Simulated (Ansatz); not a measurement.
Quasiparticle levels of CaO (Fm-3m)

Computed with G0W0@PBE, plasmon-pole screening, hand-made PAW set at its accurate level in Ansatz.

Input files:

```yaml
crystal:
  lattice:
    - [0.0, 2.320825, 2.320825]
    - [2.320825, 0.0, 2.320825]
    - [2.320825, 2.320825, 0.0]
  atoms:
    - { symbol: Ca, position: [0.0, 0.0, 0.0] }
    - { symbol: O, position: [0.5, 0.5, 0.5] }
basis:
  precision: f64
  xc_grid: 2
kpoints:
  mp_grid: { grid: [4, 4, 4], shift: [0, 0, 0] }
hamiltonian:
  xc: pbe
  dispersion: none
  pseudopotentials: { kind: paw, source: ansatz, level: accurate }
magnetization:
  spin_polarized: false
scf:
  lower_state_search: "off"
  max_iter: 200
  occupations: { method: fixed }
  convergence: { dr2_threshold: "1e-10 eV" }
output: {}
gw:
  n_empty_bands: 161
  ecut_chi: 200
  ecutfock_ratio: 2
  qp_bands: [v7, c2]
  plasmon_pole_fit_frequency: 21.01
```

Linearised quasiparticle energies, zero at the top filled Kohn-Sham level among these points. VB is the top filled band, CB the lowest empty one. Points in brackets are given in fractions of the reciprocal vectors. The wave cutoff came out at 900 eV.

```json
{"k": "Γ", "band": "VB", "ε_KS (eV)": "0.00", "Σx − Vxc (eV)": "-5.29", "Σc (eV)": "4.03", "Z": "0.78", "ε_QP (eV)": "-0.98"}
{"k": "Γ", "band": "CB", "ε_KS (eV)": "5.64", "Σx − Vxc (eV)": "4.91", "Σc (eV)": "-4.10", "Z": "0.84", "ε_QP (eV)": "6.32"}
{"k": "(0, -0.5, -0.5)", "band": "CB", "ε_KS (eV)": "3.59", "Σx − Vxc (eV)": "5.67", "Σc (eV)": "-4.30", "Z": "0.84", "ε_QP (eV)": "4.74"}
{"k": "Γ", "band": "CB+1", "ε_KS (eV)": "6.47", "Σx − Vxc (eV)": "7.08", "Σc (eV)": "-4.96", "Z": "0.82", "ε_QP (eV)": "8.22"}
```

The gap (from Γ to k = (0, -0.5, -0.5)) opens from 3.59 eV to 5.72 eV.

Electronic (ion-clamped) dielectric constant on this mesh, from the head of the inverse dielectric matrix: 3.8.

The cell is a model at fixed atoms and needn't be the relaxed known crystal. The mesh is coarse, so these are values at the stated settings, not converged ones. Band sums or response are cut, so the gap isn't at its basis limit. The gap is read on the mesh, and the crystal's band edges can lie off it.
